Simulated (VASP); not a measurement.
# HfC (I4mm) in VASP: further runs

The runs below take HfC through single point, with PBEsol.

Everything below comes from runs of VASP 6.6.1. Logs are shortened: lines on timing, memory, paths and dates and some standing lists are left out, and cuts for length are marked.

## (1) The cell of the first run

Symmetry: I4mm, No. 107, tetragonal system. Conventional cell: a = 3.288 Å, b = 3.288 Å, c = 4.650 Å, α = 90.00°, β = 90.00°, γ = 90.00°. Around Hf (site symmetry 4mm) lie 5 C at 2.10 to 2.34 Å. C (site symmetry 4mm) has 5 Hf at 2.10 to 2.34 Å as nearest neighbours.

## (2) Single point, PBEsol (all C atoms moved +0.225 Å, as atom 2 along Cartesian [0 0 1])

INCAR reads:

```
PREC     = Accurate       # precision mode
ENCUT    = 520            # plane-wave cutoff, eV
EDIFF    = 1E-7           # SCF threshold, eV
ISMEAR   = 0              # smearing method
SIGMA    = 0.15           # smearing width, eV
LREAL    = False          # projectors in reciprocal space
LASPH    = True           # aspherical terms in the spheres
NELM     = 100            # most SCF steps
ALGO     = Fast           # electronic algorithm
ISIF     = 2              # what is computed and relaxed
LWAVE    = False          # write WAVECAR
LCHARG   = False          # write CHGCAR
GGA      = PS             # functional
NBANDS   = 14             # bands
```

KPOINTS reads:

```
Automatic mesh
0
Gamma
  18 18 18
```

POSCAR reads:

```
HfC
1.0
    0.0000000000      2.3250000000      2.3250000000
    2.3250000000      0.0000000000      2.3250000000
    2.3250000000      2.3250000000      0.0000000000
Hf C
1 1
Direct
    0.5000000000      0.5000000000      0.5000000000
    0.0483870968      0.0483870968     -0.0483870968
```

Potentials or basis: VASP PAW PBE potentials, release 64 (Hf_pv, C).

Started as:

```
$ cat potpaw_PBE.64/Hf_pv/POTCAR potpaw_PBE.64/C/POTCAR > POTCAR
$ mpirun -np 1 vasp_std > vasp.out
```

OUTCAR:

```text
PREC = Accurate
   ENCUT = 520
   EDIFF = 1E-7
   ISMEAR = 0
   LREAL = False
   LASPH = True
   NELM = 100
   ISIF = 2
   GGA = PS

 ion  position               nearest neighbor table
   1  0.500  0.500  0.500-   2 2.10   2 2.34   2 2.34   2 2.34   2 2.34   2 2.55
   2  0.048  0.048  0.952-   1 2.10   1 2.34   1 2.34   1 2.34   1 2.34   1 2.55

  LATTYP: Found a face centered cubic cell.
 ALAT       =     4.6500000000

  Lattice vectors:

 A1 = (   0.0000000000,   2.3250000000,   2.3250000000)
 A2 = (   2.3250000000,   0.0000000000,   2.3250000000)
 A3 = (   2.3250000000,   2.3250000000,   0.0000000000)

Analysis of symmetry for initial positions (statically):
=====================================================================
 Subroutine PRICEL returns:
 Original cell was already a primitive cell.

 Routine SETGRP: Setting up the symmetry group for a
 face centered cubic supercell.

 Subroutine GETGRP returns: Found  8 space group operations
 (whereof  8 operations were pure point group operations)
 out of a pool of 48 trial point group operations.

The static configuration has the point symmetry C_4v.

Analysis of symmetry for dynamics (positions and initial velocities):
=====================================================================
 Subroutine PRICEL returns:
 Original cell was already a primitive cell.

 Routine SETGRP: Setting up the symmetry group for a
 face centered cubic supercell.

 Subroutine GETGRP returns: Found  8 space group operations
 (whereof  8 operations were pure point group operations)
 out of a pool of 48 trial point group operations.

The dynamic configuration has the point symmetry C_4v.

 Subroutine INISYM returns: Found  8 space group operations
 (whereof  8 operations are pure point group operations),
 and found     1 'primitive' translations

----------------------------------------------------------------------------------------

                                     Primitive cell

  volume of cell :      25.1362

  direct lattice vectors                    reciprocal lattice vectors
     0.000000000  2.325000000  2.325000000    -0.215053763  0.215053763  0.215053763
     2.325000000  0.000000000  2.325000000     0.215053763 -0.215053763  0.215053763
     2.325000000  2.325000000  0.000000000     0.215053763  0.215053763 -0.215053763

  length of vectors
     3.288046533  3.288046533  3.288046533     0.372484045  0.372484045  0.372484045

  position of ions in fractional coordinates (direct lattice)
     0.500000000  0.500000000  0.500000000
     0.048387097  0.048387097  0.951612903
[... 90 lines left out ...]
   EMIN   =  10.00;   EMAX   =-10.00  energy-range for DOS
   EFERMI =   0.00;   METHOD = LEGACY
   ISMEAR =     0;   SIGMA  =   0.15  broadening in eV -4-tet -1-fermi 0-gaus
   EFERMI_NEDOS =   21; number of points for ismear=-14 and -15
   IALGO  =     68    algorithm
   IMIX   =      4    mixing-type and parameters
     AMIX     =   0.40;   BMIX     =  1.00
     AMIX_MAG =   1.60;   BMIX_MAG =  1.00
  volume/ion in A,a.u.               =      12.57        84.81
  Fermi-wavevector in a.u.,A,eV,Ry     =   1.346949  2.545365 24.684672  1.814272
  Thomas-Fermi vector in A             =   2.474740
   LORBIT       =      0    0 simple, 1 ext, 2 COOP (PROOUT), +10 PAW based schemes
   GGA     = PS    functional components
   LHFCALC =     F    Hartree Fock is set to
   AEXX    =    0.0000 exact exchange contribution
   IVDW    =     0    specifies the selected vdW correction
   LEPSILON=     F    determine dielectric tensor
   LRPA    =     F    only Hartree local field effects (RPA)
 non-spin polarized calculation
 RMM-DIIS sequential band-by-band and
 Gauss-broadening in eV      SIGMA  =   0.15
  energy-cutoff  :      520.00
  volume of cell :       25.14
 maximum number of plane-waves:       700
   NGX = 13   NGY = 13   NGZ = 13

 number of electron      14.0000000 magnetization

 Free energy of the ion-electron system (eV)
  ---------------------------------------------------
  ext. energy  EPLUGINS =         0.00000000
  ---------------------------------------------------
  free energy    TOTEN  =       -21.98073642 eV

  energy without entropy =      -21.97943240  energy(sigma->0) =      -21.98008441

 E-fermi :   5.8502     XC(G=0): -12.4005

 val. band max:        5.7902487897   @ k =   0.5000   0.4444   0.0000
 cond. band min:       5.8810034169   @ k =   0.3889   0.3333   0.0556
 fundamental gap:      0.0907546272
 Fermi energy:         5.8501747545

 k-point     1 :       0.0000    0.0000    0.0000
  band No.  band energies     occupation
      1     -23.7006      2.00000
      2     -23.6921      2.00000
      3     -23.6921      2.00000
      4      -6.4466      2.00000
      5       5.6514      1.93911
      6       5.6514      1.93911
      7       5.9495      0.34905
      8       7.1553      0.00000
      9       8.4975      0.00000
     10       8.4975      0.00000
     11       9.1835      0.00000
     12      10.4502      0.00000
     13      12.5241      0.00000
     14      16.6399      0.00000
[... 377 lines left out ...]
      1     -24.2782      2.00000
      2     -23.7698      2.00000
      3     -23.7594      2.00000
      4      -3.6997      2.00000
      5       0.8177      2.00000
      6       3.0875      2.00000
      7       3.4360      2.00000
      8       9.1097      0.00000
      9      10.3496      0.00000
     10      10.5937      0.00000
     11      14.1973      0.00000
     12      15.4541      0.00000
     13      16.3389      0.00000
     14      19.5501      0.00000

 [... further k-points ...]

------------------------ aborting loop because EDIFF is reached ----------------------------------------

  FORCE on cell =-STRESS in cart. coord.  units (eV):
  Direction    XX          YY          ZZ          XY          YZ          ZX
  --------------------------------------------------------------------------------------
  -------------------------------------------------------------------------------------
  Total       -1.1938062     -1.1938062      1.3694130      0.0000000      0.0000000      0.0000000
  in kB      -76.0931492    -76.0931492     87.2863174      0.0000000      0.0000000      0.0000000
  external PRESSURE =     -21.6333270 kB  Pullay stress =       0.0000000 kB

 VOLUME and BASIS-vectors are now :
 -----------------------------------------------------------------------------
  energy-cutoff  :      520.00
  volume of cell :       25.14
      direct lattice vectors                 reciprocal lattice vectors
     0.000000000  2.325000000  2.325000000    -0.215053763  0.215053763  0.215053763
     2.325000000  0.000000000  2.325000000     0.215053763 -0.215053763  0.215053763
     2.325000000  2.325000000  0.000000000     0.215053763  0.215053763 -0.215053763

 POSITION                                       TOTAL-FORCE (eV/Angst)
 -----------------------------------------------------------------------------------
      2.32500      2.32500      2.32500         0.000000      0.000000      2.026453
      2.32500      2.32500      0.22500         0.000000      0.000000     -2.026453
 -----------------------------------------------------------------------------------
    total drift:                                0.000000      0.000000     -0.000029

  FREE ENERGIE OF THE ION-ELECTRON SYSTEM (eV)
  ---------------------------------------------------
  free  energy   TOTEN  =       -21.9807364218 eV

  energy  without entropy=      -21.9794324010  energy(sigma->0) =      -21.98008441
```

stdout:

```text
POSCAR found type information on POSCAR HfC
 POSCAR found :  2 types and       2 ions
 scaLAPACK will be used
 -----------------------------------------------------------------------------
|                                                                             |
|                                                                             |
|     You enforced a specific xc type in the INCAR file but a different       |
|     I HOPE YOU KNOW WHAT YOU ARE DOING!                                     |
|                                                                             |
 -----------------------------------------------------------------------------

 LDA part: xc-table for (Slater+PW92), standard interpolation
 POSCAR, INCAR and KPOINTS ok, starting setup
 FFT: planning ... GRIDC
 FFT: planning ... GRID_SOFT
 FFT: planning ... GRID
 WAVECAR not read
 entering main loop
```

It took 56 s on 1 thread of Intel Xeon 6975P-C (Granite Rapids), shared host; peak memory 0.28 GiB.

What came out:

| Quantity | Value |
| --- | --- |
| Free energy | -21.9807 eV |
| Pressure | -2.2 GPa |
| Largest force | 2.026 eV/Å |
| Band gap on the k mesh | none (metal or under the smearing width) |

Forces in eV/Å, atoms in the order of the input:
```
Hf   0.000  0.000  2.026
C    0.000  0.000 -2.026
```

Levels at points of the mesh, in eV from the Fermi level:
```tsv
k point	band 5	band 6	band 7	band 8	band 9	band 10
(0.00, 0.00, 0.00)	-0.20	-0.20	0.10	1.31	2.65	2.65
(0.50, 0.00, 0.00)	-6.13	-3.00	-2.91	4.96	5.31	5.59
(0.50, 0.50, 0.00)	-2.49	-1.89	-0.12	-0.12	5.29	6.64
(0.00, 0.50, 0.50)	-2.64	-2.64	-0.23	0.81	5.52	6.65
```

Caveat: the PAW data sets were made with another functional, which shifts forces and pressure a little.

## (3) Single point, PBEsol (all C atoms moved -0.300 Å, as atom 2 along Cartesian [0 0 1])

INCAR reads:

```
PREC = Accurate
ENCUT = 520
EDIFF = 1E-6
ISMEAR = 0
SIGMA = 0.15
LREAL = False
LASPH = True
NELM = 100
ALGO = Fast
ISIF = 2
LWAVE = False
LCHARG = False
GGA = PS
NBANDS = 14
```

KPOINTS is that of step 2.

POSCAR: that of step 2 with these lines changed.

```diff
@@ -9,2 +9,2 @@
     0.5000000000      0.5000000000      0.5000000000
-    0.0483870968      0.0483870968     -0.0483870968
+   -0.0645161290     -0.0645161290      0.0645161290
```

Potentials or basis: VASP PAW PBE potentials, release 64 (Hf_pv, C).

Started as:

```
$ cat potpaw_PBE.64/Hf_pv/POTCAR potpaw_PBE.64/C/POTCAR > POTCAR
$ mpirun -np 1 vasp_std > vasp.out
```

It took 51 s on 1 thread of Intel Xeon 6975P-C (Granite Rapids), shared host; peak memory 0.28 GiB.

Results (log left out):

```yaml
Free_energy: -21.7863 eV
Pressure: 2.0 GPa
Largest_force: 3.211 eV/Å
Band_gap_on_the_k_mesh: none (metal or under the smearing width)
```

Forces on the atoms (eV/Å):
```
Hf   0.000  0.000 -3.211
C    0.000  0.000  3.211
```

Stress tensor (GPa, compression positive):
```
-8.03  0.00  0.00
 0.00 -8.03  0.00
 0.00  0.00 22.11
```

Levels at points of the mesh, in eV from the Fermi level:
```
           k point  band 4  band 5  band 6  band 7  band 8  band 9  band 10  band 11
(0.00, 0.00, 0.00)  -12.20   -0.55   -0.55   -0.24    1.39    3.25     3.25     3.42
(0.50, 0.00, 0.00)   -8.58   -6.00   -2.91   -2.77    4.81    5.43     5.58     6.54
(0.50, 0.50, 0.00)  -10.18   -2.31   -1.83   -0.05   -0.05    5.40     6.69     6.69
(0.00, 0.50, 0.50)  -10.22   -2.95   -2.58   -0.24    1.39    5.77     6.70     6.71
```

Caveat: the PAW data sets were made with another functional, which shifts forces and pressure a little. Spin-orbit coupling is left out, which matters for the levels of Hf.
